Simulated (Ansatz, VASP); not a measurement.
**One calculation of AlN, two programs**

```
Al N
1.0
     3.13362    0.00000    0.00000
    -1.56681    2.71379    0.00000
     0.00000    0.00000    5.01399
Al N
2 2
Direct
  0.66667 0.33333 0.50000
  0.33333 0.66667 0.00000
  0.66667 0.33333 0.88000
  0.33333 0.66667 0.38000
```

Alike in both runs: task single point; functional BLYP; k mesh 10 × 10 × 6; occupations fermi-dirac, width 0.05 eV; no spin polarisation.

|  | VASP | Ansatz |
| --- | --- | --- |
| version | VASP 6.6.1 | Ansatz 0.2.0 |
| potentials or method | VASP PAW PBE potentials, release 64 (Al, N) | Ansatz PAW |
| plane-wave cutoff (eV) | 520 | 420 |
| valence electrons in the cell | 16 | 16 |

Ansatz gave:

| Item | Value |
| --- | --- |
| gap on the k mesh at the Fermi level (eV) | 4.33 |
| least direct gap on the mesh (eV) | 4.33 |
| pressure (GPa) | 2.6 |
| largest component of the traceless stress (GPa) | 1.46 |
| rms of the force components (eV/Å) | 0.057 |

Task: What did VASP give for the same quantities?

Result: gap on the k mesh at the Fermi level (eV): 4.33; least direct gap on the mesh (eV): 4.33; pressure (GPa): 3.0; largest component of the traceless stress (GPa): 1.48; rms of the force components (eV/Å): 0.058.

Atom by atom the forces differ by 0.001 eV/Å (rms over components).

Caveats: the PAW data sets were made with another functional, which shifts forces and pressure a little (VASP); the pressure holds a Pulay correction of +0.6 GPa for the finite cutoff (Ansatz); the PAW data sets come from PBE, with cores solved anew for the run's functional, which leaves a small shift of forces and pressure (Ansatz). A hybrid or GW would open this gap; BLYP tends to underestimate it. A k mesh can miss the band edges.
